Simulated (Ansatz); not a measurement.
## What a trial cell of ZnS relaxes into

Theory: DFT PBE, scalar-relativistic, plane waves, PAW in Ansatz. Cutoff 420 eV, Γ-centred k mesh, Gaussian smearing, no spin polarisation in the final step.

ZnS was placed on the sites of a reported NaC cell (Immm, No. 71), with Zn in place of Na, S in place of C, at a guessed volume.

```
CELL_PARAMETERS angstrom
-2.19613 2.82357 3.35540
2.19613 -2.82357 3.35540
2.19613 2.82357 -3.35540
ATOMIC_POSITIONS crystal
Zn 0.24460 0.24460 0.00000
Zn 0.75540 0.75540 0.00000
S 0.61140 0.00000 0.61140
S 0.38860 0.00000 0.38860
```

Steps on the 6×6×6 mesh (4 atoms). 12 of 13 steps are shown, and the free energy counts from the last. Trial steps that were taken back and renewals of the plane-wave basis can be among the rows.

```tsv
step	ΔF (meV/atom)	V (Å³/atom)	P (GPa)	largest force component (eV/Å)
1	6475.4	20.81	95.94	110.648
2	1257.4	21.24	18.74	17.185
3	919.8	21.73	11.00	10.780
4	594.6	21.63	3.85	4.934
5	433.4	20.66	0.97	2.613
6	312.8	19.19	0.72	2.125
8	73.1	16.99	4.86	0.431
9	12.0	17.56	2.09	0.262
10	3.2	18.03	0.25	0.144
11	0.9	18.18	-0.43	0.014
12	0.6	18.07	0.04	0.001
13	0.0	18.07	0.13	0.001
```

A final relaxation ran on a 14×14×14 mesh. The relaxed crystal, Immm (No. 71):

```cif
data_structure
_symmetry_space_group_name_H-M 'Immm'
_symmetry_Int_Tables_number 71
_cell_length_a 3.6303
_cell_length_b 6.1329
_cell_length_c 6.5184
_cell_angle_alpha 90.000
_cell_angle_beta 90.000
_cell_angle_gamma 90.000
_cell_volume 145.13
loop_
_atom_site_label
_atom_site_type_symbol
_atom_site_symmetry_multiplicity
_atom_site_Wyckoff_symbol
_atom_site_fract_x
_atom_site_fract_y
_atom_site_fract_z
_atom_site_occupancy
Zn1 Zn 4 g 0.50000 0.21978 0.50000 1
S1 S 4 i 0.00000 0.00000 0.73645 1
```

```yaml
Volume_per_atom: 18.14 Å³
Density: 4.46 g/cm³
Energy_over_the_elements: -0.24 eV/atom
Gap_on_the_14×14×14_mesh: 0 eV (a metal)
```

Formation energies are uncorrected and refer to the elements' standard structures at the same level.

The final run used a 14×14×14 mesh on its 4-atom cell and 0.10 eV smearing. For metals, differences of a few meV/atom aren't resolved.

A structure relaxed within its symmetry needn't be a true minimum.

Cost: 3 runs of about 2.7 core-minutes in all, on Intel Xeon 6975P-C (Granite Rapids) (shared hosts).